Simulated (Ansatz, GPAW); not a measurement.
One calculation of MnS, 3 ways

```xyz
2
Lattice="0.0000 2.4735 2.4735 2.4735 0.0000 2.4735 2.4735 2.4735 0.0000" Properties=species:S:1:pos:R:3 pbc="T T T"
Mn    0.0000    0.0000    0.0000
S     3.7102    3.7102    3.7102
```

The cell is a database's computed one, not the measured one.

Alike in all runs: task band structure; functional LDA; k mesh 9 × 9 × 9; occupations fermi-dirac, width 0.05 eV; collinear spin, ferromagnetic start; no spin-orbit coupling. LDA stands for any of its common fits. Pressure is positive in compression and, in plane waves, holds the error of the finite cutoff, which Ansatz's Pulay term estimates and takes out.

| program and potentials | plane-wave cutoff (eV) | notes | pressure (GPa) | net moment per atom (μB) |
| --- | --- | --- | --- | --- |
| Ansatz, Ansatz PAW | 420 | potentials made for PBE, which Ansatz adapts in part | ? | ? |
| Ansatz, all-electron LAPW, scalar-relativistic | - | - | -6.93 | 0.07 |
| GPAW, the program's PAW data sets (release 1.2.1) made for this functional | 600 | - | -7.24 | 0.06 |

Estimate from the other rows what the run with Ansatz, Ansatz PAW gave.

Pressure -7.03 GPa; net moment per atom 0.07 μB. Its pressure holds a Pulay term of +0.04 GPa. The other rows, which needn't bracket it: pressure -7.24 to -6.93; net moment per atom 0.06 to 0.07.
